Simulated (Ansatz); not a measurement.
Input of an Ansatz 0.2.0 run:

input.yaml

```yaml
crystal:
  lattice:
    - [1.5855, 0.9153888518, 6.1149966667]
    - [-1.5855, 0.9153888518, 6.1149966667]
    - [0.0, -1.8307777036, 6.1149966667]
  atoms:
    - { symbol: Mo, position: [0.0, 0.0, 0.0] }
    - { symbol: S, position: [0.25, 0.25, 0.25] }
    - { symbol: S, position: [0.75, 0.75, 0.75] }
hamiltonian:
  xc: pbe
  pseudopotentials: { kind: paw }
  dispersion: d3bj
kpoints:
  mp_grid: { grid: [10, 10, 10] }
scf:
  occupations: { method: fermi_dirac, width: 0.05 }
output:
  forces: true
  stress: true
  eigenvalues: true
relax:
  f_tol: 0.01
  max_steps: 40
  cell: { stress_tol: 0.05 }
```

Potentials or basis: Ansatz PAW.

The run is started by

```sh
$ ansatz run input.yaml --threads 2 --pin off --max-ram 5632MiB --backend cpu --events-out ev --progress --plain --runs-dir out
```

Question: Predict the relaxed volume.

Answer: 16.97 Å³/atom.

Question: What does it give for the space group after relaxing (to 0.05 Å)?

Answer: R-3m (No. 166).

Question: What does it give for the band gap on the k mesh?

Answer: None (metal or under the smearing width).

The path:
| step | energy change (eV) | largest force (eV/Å) | volume (Å³) |
| --- | --- | --- | --- |
| 1 | 0.0000 | 1.0089 | 53.25 |
| 2 | -0.0430 | 0.3914 | 48.43 |
| 3 | -0.0731 | 0.0272 | 51.12 |
| 4 | -0.0734 | 0.0014 | 50.95 |
| 5 | -0.0734 | 0.0006 | 50.91 |
| 6 | -0.0731 | 0.0007 | 50.91 |

Caveat: the plane-wave basis is chosen anew once the cell has moved, so the energies of steps on either side of that aren't comparable; pairwise dispersion overbinds metals, which lowers pressure and volume.
